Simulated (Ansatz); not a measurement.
# BaTe (rocksalt): zero-pressure volume and bulk modulus with r²SCAN, part 2 of 2

What volume and stiffness does r²SCAN give for BaTe (rocksalt)?

Ansatz 0.2.0; DFT r²SCAN, scalar-relativistic, plane waves, PAW. Earlier steps stand in the parts before.

## (6) Volume × 0.98 of the new zero

input.yaml reads:

```yaml
crystal:
  lattice:
    - [0.0, 3.5078975365, 3.5078975365]
    - [3.5078975365, 0.0, 3.5078975365]
    - [3.5078975365, 3.5078975365, 0.0]
  atoms:
    - { symbol: Ba, position: [0.5, 0.5, 0.5] }
    - { symbol: Te, position: [0.0, 0.0, 0.0] }
basis:
  ecutwfc: 500
  ecutrho_ratio: 4
kpoints:
  mp_grid: { grid: [6, 6, 6] }
hamiltonian:
  xc: r2scan
scf:
  occupations: { method: gaussian, width: 0.05 }
output:
  forces: true
  stress: true
  eigenvalues: true
```

Started as:

```sh
$ ansatz run input.yaml --threads 4 --pin off --max-ram 8192MiB --backend cpu --events-out ev --progress --plain --runs-dir out
```

Standard output:

```text
Warning: RAYON_NUM_THREADS=4 ignored (pool sized by the plan → 4); use --threads N
Engine: ansatz 0.2.0, aarch64-unknown-linux-gnu
Pseudopotentials: kind: paw
Pseudopotential: Ba, paw, valence charge 10, recommended cutoff 500 eV (meta_gga), Ba.paw.azcp
Pseudopotential: Te, paw, valence charge 16, recommended cutoff 500 eV (meta_gga), Te.paw.azcp
Functional definition: r2SCAN
  parameter k0 = 0.174
  parameter k1 = 0.065
  parameter a1 = 4.9479
  exchange = r2scan_x(k0 = k0, k1 = k1, a1 = a1)
  correlation = r2scan_c
Crystal: 2 atoms, lattice volume = 86.332 Å³
Basis set: ecut = 500 eV, 2133 PW (Γ), exchange–correlation on 160×160×160 points (64 copies of the dense FFT grid, shifted against one another)
Bands: 17, of which v1, the nominal top of the filled ones, is band 13 counted from 1 (12 counted from 0)
Symmetry: 48 space group operations
Space group: Fm-3m (ITA 225), of the structure as read, at distance tolerance 4.4e-5 Å
k-points: 16 of 216
Non-local potential: Ba, projectors of the file, l = 0: 3, l = 1: 2, l = 2: 2, l = 3: 2
Non-local potential: Te, projectors of the file, l = 0: 2, l = 1: 2, l = 2: 2, l = 3: 2
PAW form: soft (Blöchl's): semilocal exchange-correlation on the pseudo side does not see the compensation charge
PAW frozen core: Ba, regenerated for the run's functional (the file was generated under x = pbe(κ = 0.804, μ = 0.2195149727645171), c = pbe(β = 0.06672455060314922))
PAW frozen core: Te, regenerated for the run's functional (the file was generated under x = pbe(κ = 0.804, μ = 0.2195149727645171), c = pbe(β = 0.06672455060314922))
PAW one-centre angular grid: Ba, 302 points (default); XC on 160 Gauss nodes
PAW one-centre angular grid: Te, 590 points (default); XC on 160 Gauss nodes
Initial density: superposition of atomic densities (neutral atoms: chi_scale 0, normalization atom), corrected by the library's trained network
Initial wavefunctions: pseudopotential atomic-orbital guess
Functional: x = r2scan, c = r2scan; τ floored in thin density (d = 2e-4 eV/Å³)
SCF iter   1: F=—  HF=-12963.482168 eV  |F-HF|=—  |Δ(HF+E_count)|=         —  Δρ=3.08e-3  dr2=1.28e-2  dr2_τ=2.57e-3  ethr=1.77e-3  ⟨swp⟩=9.1  Hψ=1737  notcnv=0
preconditioner: auto → none  [insulator: Δε(μ)=2.011 eV  Ē_g=11.905 eV  σ=0.050 eV  W_gap=1.00  n_scr=14 (ndim 8)  ℏωp=15.0 eV  f_vac=0.011  D(μ)=0.00/eV (n_scr^D=0)  ε∞_Penn≈2.6]
SCF iter   2: F=—  HF=-12963.521278 eV  |F-HF|=—  |Δ(HF+E_count)|=   3.91e-2  Δρ=1.26e-3  dr2=8.37e-4  dr2_τ=1.90e-4  ethr=4.91e-5  ⟨swp⟩=3.0  Hψ=650  notcnv=0
SCF iter   3: F=—  HF=-12963.521695 eV  |F-HF|=—  |Δ(HF+E_count)|=   4.17e-4  Δρ=5.39e-4  dr2=1.48e-4  dr2_τ=1.36e-5  ethr=3.22e-6  ⟨swp⟩=2.0  Hψ=479  notcnv=0
SCF iter   4: F=—  HF=-12963.521829 eV  |F-HF|=—  |Δ(HF+E_count)|=   1.34e-4  Δρ=1.74e-4  dr2=1.44e-5  dr2_τ=1.13e-6  ethr=5.68e-7  ⟨swp⟩=2.0  Hψ=384  notcnv=0
SCF iter   5: F=—  HF=-12963.521848 eV  |F-HF|=—  |Δ(HF+E_count)|=   1.91e-5  Δρ=1.35e-5  dr2=1.31e-7  dr2_τ=3.80e-9  ethr=5.54e-8  ⟨swp⟩=2.1  Hψ=390  notcnv=0
SCF iter   6: F=-12963.521848 eV  HF=-12963.521848 eV  |F-HF|=9.84e-9  |Δ(HF+E_count)|=   1.84e-7  Δρ=3.53e-6  dr2=7.97e-9  dr2_τ=9.14e-10  ethr=3.85e-10  ⟨swp⟩=7.0  Hψ=1585  notcnv=0
SCF 1 converged in 6 iterations: F = -12963.521848 eV  dr2 = 7.97e-9
SCF converged after 6 iterations
Free energy (F): -12963.521848 eV
Harris-Foulkes:  -12963.521848 eV  (|F-HF|=9.84e-9)
Internal energy: -12963.521848 eV  (E = F + TS)
E sigma→0 (E₀):  -12963.521848 eV
Fermi energy:    7.085873 eV
--- Per-component energies (eV) ---
  E_band       = -352.430819
  E_kinetic    = 349.529478
  E_local      = -1855.206587  (includes V_loc(G=0)·N_el)
  E_nonlocal   = -254.246206
  E_hartree    = 1040.949802
  E_xc         = -273.317644
  E_vxc        = -260.282266  (∫ρ·V_xc dr)
  E_paw        = -9938.699880  (= ΣΔE_a)
  E_vpaw       = -428.042913  (= ΣTr[D̂ρ^β])
  E_aug_tail   = -0.000038  (compensation charges beyond the density's cutoff)
  E_vtau       = 13.918578  (kinetic-family band-sum trace: ∫τ·v_τ [+ j·A + Jᵃ·Aᵃ] dr)
  E_ewald      = -2032.886044
  E_core_change = 0.355271  (= ΣΔE_core)
  E_smearing   = -0.000000  (= −TS)
  E_closure    = 0.000000  (closes the sum)
  Σ components = -12963.521848   (vs F -12963.521848, Δ=0.00e0)
--- Forces (eV/Å), atoms counted from 1 ---
  atom   1  Ba     0.00000000     0.00000000    -0.00000000
  atom   2  Te    -0.00000000    -0.00000000    -0.00000000
  max |Σ_I F_I| component: 5.98e-30 eV/Å
--- Stress (GPa, compression-positive) ---
        0.647503       0.000000      -0.000000
        0.000000       0.647503       0.000000
       -0.000000      -0.000000       0.647503
  P = ⅓ Tr σ = 0.6475 GPa (6.475 kbar)
--- Band table (eV; the first three rows and the last of 16) ---
  k-point 0: bands = ["-29.4748", "-29.4748", "-29.4638", "-29.4638", "-29.4638", "-21.6078", "-6.3564", "-6.3564", "-6.3564", "-3.6428", "6.1037", "6.1037", "6.1037", "9.5274", "9.5274", "9.5274", "9.7371"]
  k-point 1: bands = ["-29.4748", "-29.4748", "-29.4638", "-29.4638", "-29.4638", "-21.6044", "-6.4796", "-6.3586", "-6.3586", "-3.4449", "5.3761", "5.7655", "5.7655", "9.5685", "9.8628", "9.8628", "10.7379"]
  k-point 2: bands = ["-29.4748", "-29.4748", "-29.4638", "-29.4637", "-29.4637", "-21.5975", "-6.6912", "-6.3629", "-6.3629", "-3.0716", "4.3758", "5.2595", "5.2595", "9.9637", "10.7382", "10.7382", "12.0595"]
  k-point 15: bands = ["-29.4751", "-29.4747", "-29.4638", "-29.4636", "-29.4635", "-21.5890", "-6.5310", "-6.4922", "-6.4697", "-3.2765", "5.0864", "5.0972", "5.4085", "9.0794", "11.1086", "11.4491", "12.0418"]
```

It took 1.7 s on 4 threads of Arm Neoverse V1, shared host; peak memory 0.64 GiB.

This gives: volume 43.166 Å³/atom, pressure 0.65 GPa, mesh gap 1.96 eV.

## (7) Volume × 1.02 of the new zero

input.yaml: that of step 6 with these lines changed.

```diff
@@ -2,5 +2,5 @@
   lattice:
-    - [0.0, 3.5078975365, 3.5078975365]
-    - [3.5078975365, 0.0, 3.5078975365]
-    - [3.5078975365, 3.5078975365, 0.0]
+    - [0.0, 3.5549890287, 3.5549890287]
+    - [3.5549890287, 0.0, 3.5549890287]
+    - [3.5549890287, 3.5549890287, 0.0]
   atoms:
```

Started as:

```sh
$ ansatz run input.yaml --threads 4 --pin off --max-ram 8192MiB --backend cpu --events-out ev --progress --plain --runs-dir out
```

Standard output:

```text
Warning: RAYON_NUM_THREADS=4 ignored (pool sized by the plan → 4); use --threads N
[... 10 set-up lines as earlier in the session ...]
Crystal: 2 atoms, lattice volume = 89.856 Å³
Basis set: ecut = 500 eV, 2277 PW (Γ), exchange–correlation on 160×160×160 points (64 copies of the dense FFT grid, shifted against one another)
Bands: 17, of which v1, the nominal top of the filled ones, is band 13 counted from 1 (12 counted from 0)
[... 2 set-up lines as earlier in the session ...]
k-points: 16 of 216
[... 10 set-up lines as earlier in the session ...]
SCF iter   1: F=—  HF=-12963.486996 eV  |F-HF|=—  |Δ(HF+E_count)|=         —  Δρ=3.07e-3  dr2=1.39e-2  dr2_τ=2.35e-3  ethr=1.77e-3  ⟨swp⟩=9.1  Hψ=1742  notcnv=0
preconditioner: auto → none  [insulator: Δε(μ)=2.094 eV  Ē_g=11.847 eV  σ=0.050 eV  W_gap=1.00  n_scr=14 (ndim 8)  ℏωp=14.7 eV  f_vac=0.016  D(μ)=0.00/eV (n_scr^D=0)  ε∞_Penn≈2.5]
SCF iter   2: F=—  HF=-12963.521602 eV  |F-HF|=—  |Δ(HF+E_count)|=   3.46e-2  Δρ=1.26e-3  dr2=9.34e-4  dr2_τ=1.98e-4  ethr=5.33e-5  ⟨swp⟩=3.0  Hψ=653  notcnv=0
SCF iter   3: F=—  HF=-12963.521945 eV  |F-HF|=—  |Δ(HF+E_count)|=   3.43e-4  Δρ=5.56e-4  dr2=1.67e-4  dr2_τ=1.54e-5  ethr=3.59e-6  ⟨swp⟩=2.0  Hψ=480  notcnv=0
SCF iter   4: F=—  HF=-12963.522081 eV  |F-HF|=—  |Δ(HF+E_count)|=   1.36e-4  Δρ=1.84e-4  dr2=1.60e-5  dr2_τ=1.32e-6  ethr=6.43e-7  ⟨swp⟩=2.0  Hψ=384  notcnv=0
SCF iter   5: F=—  HF=-12963.522100 eV  |F-HF|=—  |Δ(HF+E_count)|=   1.96e-5  Δρ=1.29e-5  dr2=1.32e-7  dr2_τ=3.56e-9  ethr=6.16e-8  ⟨swp⟩=2.0  Hψ=384  notcnv=0
SCF iter   6: F=-12963.522100 eV  HF=-12963.522100 eV  |F-HF|=9.12e-9  |Δ(HF+E_count)|=   1.61e-7  Δρ=3.19e-6  dr2=6.60e-9  dr2_τ=8.43e-10  ethr=3.85e-10  ⟨swp⟩=6.9  Hψ=1543  notcnv=0
SCF 1 converged in 6 iterations: F = -12963.522100 eV  dr2 = 6.60e-9
SCF converged after 6 iterations
Free energy (F): -12963.522100 eV
Harris-Foulkes:  -12963.522100 eV  (|F-HF|=9.12e-9)
Internal energy: -12963.522100 eV  (E = F + TS)
E sigma→0 (E₀):  -12963.522100 eV
Fermi energy:    6.721734 eV
--- Per-component energies (eV) ---
  E_band       = -363.101960
  E_kinetic    = 348.532169
  E_local      = -1897.595799  (includes V_loc(G=0)·N_el)
  E_nonlocal   = -254.378729
  E_hartree    = 1057.065852
  E_xc         = -272.870868
  E_vxc        = -259.703858  (∫ρ·V_xc dr)
  E_paw        = -9938.672728  (= ΣΔE_a)
  E_vpaw       = -428.033218  (= ΣTr[D̂ρ^β])
  E_aug_tail   = -0.000039  (compensation charges beyond the density's cutoff)
  E_vtau       = 13.945657  (kinetic-family band-sum trace: ∫τ·v_τ [+ j·A + Jᵃ·Aᵃ] dr)
  E_ewald      = -2005.957231
  E_core_change = 0.355271  (= ΣΔE_core)
  E_smearing   = -0.000000  (= −TS)
  E_closure    = -0.000000  (closes the sum)
  Σ components = -12963.522100   (vs F -12963.522100, Δ=0.00e0)
--- Forces (eV/Å), atoms counted from 1 ---
  atom   1  Ba     0.00000000    -0.00000000     0.00000000
  atom   2  Te    -0.00000000     0.00000000    -0.00000000
  max |Σ_I F_I| component: 5.03e-30 eV/Å
--- Stress (GPa, compression-positive) ---
       -0.580447       0.000000      -0.000000
        0.000000      -0.580447      -0.000000
        0.000000       0.000000      -0.580447
  P = ⅓ Tr σ = -0.5804 GPa (-5.804 kbar)
--- Band table (eV; the first three rows and the last of 16) ---
  k-point 0: bands = ["-29.8537", "-29.8537", "-29.8438", "-29.8438", "-29.8438", "-22.1298", "-6.8671", "-6.8671", "-6.8671", "-3.9616", "5.7028", "5.7028", "5.7028", "9.1384", "9.1384", "9.1384", "9.1601"]
  k-point 1: bands = ["-29.8537", "-29.8537", "-29.8438", "-29.8438", "-29.8438", "-22.1271", "-6.9654", "-6.8691", "-6.8691", "-3.7950", "5.0068", "5.3912", "5.3912", "9.1615", "9.4591", "9.4591", "10.1453"]
  k-point 2: bands = ["-29.8537", "-29.8537", "-29.8438", "-29.8437", "-29.8437", "-22.1216", "-7.1396", "-6.8731", "-6.8731", "-3.4742", "4.0538", "4.9188", "4.9188", "9.5377", "10.2940", "10.2940", "11.4641"]
  k-point 15: bands = ["-29.8539", "-29.8536", "-29.8438", "-29.8436", "-29.8436", "-22.1148", "-7.0139", "-6.9773", "-6.9624", "-3.6341", "4.7106", "4.7370", "5.0228", "8.7020", "10.6416", "10.9262", "11.4730"]
```

It took 1.7 s on 4 threads of Arm Neoverse V1, shared host; peak memory 0.64 GiB.

Read off: volume 44.928 Å³/atom, pressure -0.58 GPa, mesh gap 2.04 eV.

## (8) Volume × 0.96 of the new zero

input.yaml: that of step 7 with these lines changed.

```diff
@@ -2,5 +2,5 @@
   lattice:
-    - [0.0, 3.5549890287, 3.5549890287]
-    - [3.5549890287, 0.0, 3.5549890287]
-    - [3.5549890287, 3.5549890287, 0.0]
+    - [0.0, 3.483870087, 3.483870087]
+    - [3.483870087, 0.0, 3.483870087]
+    - [3.483870087, 3.483870087, 0.0]
   atoms:
```

Started as:

```sh
$ ansatz run input.yaml --threads 4 --pin off --max-ram 8192MiB --backend cpu --events-out ev --progress --plain --runs-dir out
```

Standard output:

```text
Warning: RAYON_NUM_THREADS=4 ignored (pool sized by the plan → 4); use --threads N
[... 10 set-up lines as earlier in the session ...]
Crystal: 2 atoms, lattice volume = 84.570 Å³
Basis set: ecut = 500 eV, 2109 PW (Γ), exchange–correlation on 144×144×144 points (64 copies of the dense FFT grid, shifted against one another)
Bands: 17, of which v1, the nominal top of the filled ones, is band 13 counted from 1 (12 counted from 0)
[... 2 set-up lines as earlier in the session ...]
k-points: 16 of 216
[... 10 set-up lines as earlier in the session ...]
SCF iter   1: F=—  HF=-12963.468440 eV  |F-HF|=—  |Δ(HF+E_count)|=         —  Δρ=3.08e-3  dr2=1.22e-2  dr2_τ=2.73e-3  ethr=1.77e-3  ⟨swp⟩=9.1  Hψ=1736  notcnv=0
preconditioner: auto → none  [insulator: Δε(μ)=1.966 eV  Ē_g=11.936 eV  σ=0.050 eV  W_gap=1.00  n_scr=14 (ndim 8)  ℏωp=15.1 eV  f_vac=0.010  D(μ)=0.00/eV (n_scr^D=0)  ε∞_Penn≈2.6]
SCF iter   2: F=—  HF=-12963.510246 eV  |F-HF|=—  |Δ(HF+E_count)|=   4.18e-2  Δρ=1.25e-3  dr2=8.06e-4  dr2_τ=1.82e-4  ethr=4.70e-5  ⟨swp⟩=3.0  Hψ=650  notcnv=0
SCF iter   3: F=—  HF=-12963.510696 eV  |F-HF|=—  |Δ(HF+E_count)|=   4.50e-4  Δρ=5.26e-4  dr2=1.35e-4  dr2_τ=1.25e-5  ethr=3.10e-6  ⟨swp⟩=2.0  Hψ=477  notcnv=0
SCF iter   4: F=—  HF=-12963.510828 eV  |F-HF|=—  |Δ(HF+E_count)|=   1.32e-4  Δρ=1.67e-4  dr2=1.36e-5  dr2_τ=1.02e-6  ethr=5.21e-7  ⟨swp⟩=2.0  Hψ=384  notcnv=0
SCF iter   5: F=—  HF=-12963.510841 eV  |F-HF|=—  |Δ(HF+E_count)|=   1.27e-5  Δρ=1.35e-5  dr2=1.25e-7  dr2_τ=3.60e-9  ethr=5.24e-8  ⟨swp⟩=2.9  Hψ=472  notcnv=0
SCF iter   6: F=-12963.510841 eV  HF=-12963.510841 eV  |F-HF|=9.60e-9  |Δ(HF+E_count)|=   1.93e-7  Δρ=3.68e-6  dr2=8.66e-9  dr2_τ=9.06e-10  ethr=3.85e-10  ⟨swp⟩=7.0  Hψ=1455  notcnv=0
SCF 1 converged in 6 iterations: F = -12963.510841 eV  dr2 = 8.66e-9
SCF converged after 6 iterations
Free energy (F): -12963.510841 eV
Harris-Foulkes:  -12963.510841 eV  (|F-HF|=9.60e-9)
Internal energy: -12963.510841 eV  (E = F + TS)
E sigma→0 (E₀):  -12963.510841 eV
Fermi energy:    7.279237 eV
--- Per-component energies (eV) ---
  E_band       = -346.780617
  E_kinetic    = 350.071943
  E_local      = -1833.229932  (includes V_loc(G=0)·N_el)
  E_nonlocal   = -254.174093
  E_hartree    = 1032.642770
  E_xc         = -273.556658
  E_vxc        = -260.594172  (∫ρ·V_xc dr)
  E_paw        = -9938.713713  (= ΣΔE_a)
  E_vpaw       = -428.046066  (= ΣTr[D̂ρ^β])
  E_aug_tail   = -0.000039  (compensation charges beyond the density's cutoff)
  E_vtau       = 13.906150  (kinetic-family band-sum trace: ∫τ·v_τ [+ j·A + Jᵃ·Aᵃ] dr)
  E_ewald      = -2046.906391
  E_core_change = 0.355271  (= ΣΔE_core)
  E_smearing   = -0.000000  (= −TS)
  E_closure    = -0.000000  (closes the sum)
  Σ components = -12963.510841   (vs F -12963.510841, Δ=0.00e0)
--- Forces (eV/Å), atoms counted from 1 ---
  atom   1  Ba     0.00000000    -0.00000000     0.00000000
  atom   2  Te    -0.00000000     0.00000000     0.00000000
  max |Σ_I F_I| component: 6.90e-30 eV/Å
--- Stress (GPa, compression-positive) ---
        1.367913       0.000000       0.000000
       -0.000000       1.367913      -0.000000
       -0.000000       0.000000       1.367913
  P = ⅓ Tr σ = 1.3679 GPa (13.679 kbar)
--- Band table (eV; the first three rows and the last of 16) ---
  k-point 0: bands = ["-29.2735", "-29.2735", "-29.2620", "-29.2620", "-29.2620", "-21.3337", "-6.0883", "-6.0883", "-6.0883", "-3.4729", "6.3177", "6.3177", "6.3177", "9.7325", "9.7325", "9.7325", "10.0449"]
  k-point 1: bands = ["-29.2735", "-29.2735", "-29.2620", "-29.2619", "-29.2619", "-21.3299", "-6.2264", "-6.0905", "-6.0905", "-3.2566", "5.5734", "5.9649", "5.9649", "9.7820", "10.0756", "10.0756", "11.0548"]
  k-point 2: bands = ["-29.2736", "-29.2736", "-29.2619", "-29.2619", "-29.2619", "-21.3222", "-6.4597", "-6.0949", "-6.0949", "-2.8535", "4.5480", "5.4406", "5.4406", "10.1883", "10.9721", "10.9721", "12.3749"]
  k-point 15: bands = ["-29.2739", "-29.2735", "-29.2620", "-29.2618", "-29.2617", "-21.3125", "-6.2789", "-6.2393", "-6.2119", "-3.0848", "5.2729", "5.3057", "5.6154", "9.2788", "11.3546", "11.7254", "12.3430"]
```

Wall time 1.6 s (4 threads of Arm Neoverse V1, shared host); peak memory 0.56 GiB.

Read off: volume 42.285 Å³/atom, pressure 1.37 GPa, mesh gap 1.92 eV.

## (9) Volume × 1.04 of the new zero

input.yaml: that of step 8 with these lines changed.

```diff
@@ -2,5 +2,5 @@
   lattice:
-    - [0.0, 3.483870087, 3.483870087]
-    - [3.483870087, 0.0, 3.483870087]
-    - [3.483870087, 3.483870087, 0.0]
+    - [0.0, 3.5780740199, 3.5780740199]
+    - [3.5780740199, 0.0, 3.5780740199]
+    - [3.5780740199, 3.5780740199, 0.0]
   atoms:
```

Started as:

```sh
$ ansatz run input.yaml --threads 4 --pin off --max-ram 8192MiB --backend cpu --events-out ev --progress --plain --runs-dir out
```

Standard output:

```text
Warning: RAYON_NUM_THREADS=4 ignored (pool sized by the plan → 4); use --threads N
[... 10 set-up lines as earlier in the session ...]
Crystal: 2 atoms, lattice volume = 91.617 Å³
Basis set: ecut = 500 eV, 2277 PW (Γ), exchange–correlation on 160×160×160 points (64 copies of the dense FFT grid, shifted against one another)
Bands: 17, of which v1, the nominal top of the filled ones, is band 13 counted from 1 (12 counted from 0)
[... 2 set-up lines as earlier in the session ...]
k-points: 16 of 216
[... 10 set-up lines as earlier in the session ...]
SCF iter   1: F=—  HF=-12963.479578 eV  |F-HF|=—  |Δ(HF+E_count)|=         —  Δρ=3.05e-3  dr2=1.40e-2  dr2_τ=2.26e-3  ethr=1.77e-3  ⟨swp⟩=9.2  Hψ=1750  notcnv=0
preconditioner: auto → none  [insulator: Δε(μ)=2.132 eV  Ē_g=11.819 eV  σ=0.050 eV  W_gap=1.00  n_scr=14 (ndim 8)  ℏωp=14.5 eV  f_vac=0.018  D(μ)=0.00/eV (n_scr^D=0)  ε∞_Penn≈2.5]
SCF iter   2: F=—  HF=-12963.512317 eV  |F-HF|=—  |Δ(HF+E_count)|=   3.27e-2  Δρ=1.24e-3  dr2=9.19e-4  dr2_τ=1.96e-4  ethr=5.40e-5  ⟨swp⟩=3.0  Hψ=653  notcnv=0
SCF iter   3: F=—  HF=-12963.512652 eV  |F-HF|=—  |Δ(HF+E_count)|=   3.34e-4  Δρ=5.42e-4  dr2=1.64e-4  dr2_τ=1.48e-5  ethr=3.54e-6  ⟨swp⟩=2.0  Hψ=480  notcnv=0
SCF iter   4: F=—  HF=-12963.512782 eV  |F-HF|=—  |Δ(HF+E_count)|=   1.31e-4  Δρ=1.79e-4  dr2=1.58e-5  dr2_τ=1.25e-6  ethr=6.29e-7  ⟨swp⟩=2.0  Hψ=384  notcnv=0
SCF iter   5: F=—  HF=-12963.512800 eV  |F-HF|=—  |Δ(HF+E_count)|=   1.78e-5  Δρ=1.23e-5  dr2=1.22e-7  dr2_τ=3.62e-9  ethr=6.08e-8  ⟨swp⟩=2.0  Hψ=384  notcnv=0
SCF iter   6: F=-12963.512800 eV  HF=-12963.512800 eV  |F-HF|=1.01e-8  |Δ(HF+E_count)|=   1.61e-7  Δρ=3.32e-6  dr2=7.57e-9  dr2_τ=9.04e-10  ethr=3.85e-10  ⟨swp⟩=7.0  Hψ=1450  notcnv=0
SCF 1 converged in 6 iterations: F = -12963.512800 eV  dr2 = 7.57e-9
SCF converged after 6 iterations
Free energy (F): -12963.512800 eV
Harris-Foulkes:  -12963.512800 eV  (|F-HF|=1.01e-8)
Internal energy: -12963.512800 eV  (E = F + TS)
E sigma→0 (E₀):  -12963.512800 eV
Fermi energy:    6.550096 eV
--- Per-component energies (eV) ---
  E_band       = -368.146184
  E_kinetic    = 348.073463
  E_local      = -1918.052892  (includes V_loc(G=0)·N_el)
  E_nonlocal   = -254.439710
  E_hartree    = 1064.887665
  E_xc         = -272.661914
  E_vxc        = -259.435479  (∫ρ·V_xc dr)
  E_paw        = -9938.659434  (= ΣΔE_a)
  E_vpaw       = -428.027116  (= ΣTr[D̂ρ^β])
  E_aug_tail   = -0.000038  (compensation charges beyond the density's cutoff)
  E_vtau       = 13.960112  (kinetic-family band-sum trace: ∫τ·v_τ [+ j·A + Jᵃ·Aᵃ] dr)
  E_ewald      = -1993.015211
  E_core_change = 0.355271  (= ΣΔE_core)
  E_smearing   = -0.000000  (= −TS)
  E_closure    = 0.000000  (closes the sum)
  Σ components = -12963.512800   (vs F -12963.512800, Δ=0.00e0)
--- Forces (eV/Å), atoms counted from 1 ---
  atom   1  Ba     0.00000000    -0.00000000     0.00000000
  atom   2  Te    -0.00000000     0.00000000    -0.00000000
  max |Σ_I F_I| component: 7.23e-30 eV/Å
--- Stress (GPa, compression-positive) ---
       -1.102411       0.000000      -0.000000
        0.000000      -1.102411      -0.000000
        0.000000       0.000000      -1.102411
  P = ⅓ Tr σ = -1.1024 GPa (-11.024 kbar)
--- Band table (eV; the first three rows and the last of 16) ---
  k-point 0: bands = ["-30.0322", "-30.0322", "-30.0228", "-30.0228", "-30.0228", "-22.3785", "-7.1104", "-7.1104", "-7.1104", "-4.1114", "5.5148", "5.5148", "5.5148", "8.8893", "8.9537", "8.9537", "8.9537"]
  k-point 1: bands = ["-30.0322", "-30.0322", "-30.0228", "-30.0228", "-30.0228", "-22.3761", "-7.1985", "-7.1124", "-7.1124", "-3.9581", "4.8337", "5.2153", "5.2153", "8.9669", "9.2674", "9.2674", "9.8683"]
  k-point 2: bands = ["-30.0322", "-30.0322", "-30.0228", "-30.0227", "-30.0227", "-22.3712", "-7.3566", "-7.1162", "-7.1162", "-3.6604", "3.9030", "4.7585", "4.7585", "9.3356", "10.0828", "10.0828", "11.1828"]
  k-point 15: bands = ["-30.0324", "-30.0322", "-30.0228", "-30.0227", "-30.0226", "-22.3651", "-7.2453", "-7.2100", "-7.1980", "-3.8013", "4.5310", "4.5732", "4.8429", "8.5233", "10.4198", "10.6785", "11.2044"]
```

Run time: 1.7 s. Hardware: 4 threads of Arm Neoverse V1, shared host; peak memory 0.64 GiB.

Result: volume 45.809 Å³/atom, pressure -1.10 GPa, gap on the mesh 2.07 eV.

## (10) Energy and pressure against volume

Energies have the smearing extrapolated to zero and count from the lowest point.

```
volume (Å³/atom)  energy (meV/atom)  pressure (GPa)
          42.285               7.25            1.37
          43.166               1.75            0.65
          44.047               0.00            0.00
          44.928               1.62           -0.58
          45.809               6.27           -1.10
```

volume (Å³/atom), energy (meV/atom) and a bar:
```
    42.28        7.3 ##############################
    43.17        1.8 #######
    44.05        0.0 
    44.93        1.6 #######
    45.81        6.3 ##########################
```

## (11) Outcome

What follows sums up all 2 parts.

| quantity | value |
| --- | --- |
| V0 | 44.048 Å³/atom |
| B0 | 31 GPa |
| gap on the mesh | 2.00 eV |
| time in all | 13 s |

What this shows: r²SCAN puts the minimum at 44.05 Å³/atom, +11.1 % from the cell given, which stood at 3.8 GPa under PBE, with a bulk modulus of 31 GPa.

Spin-orbit coupling is left out, though the cell holds Te; it can move the gap.
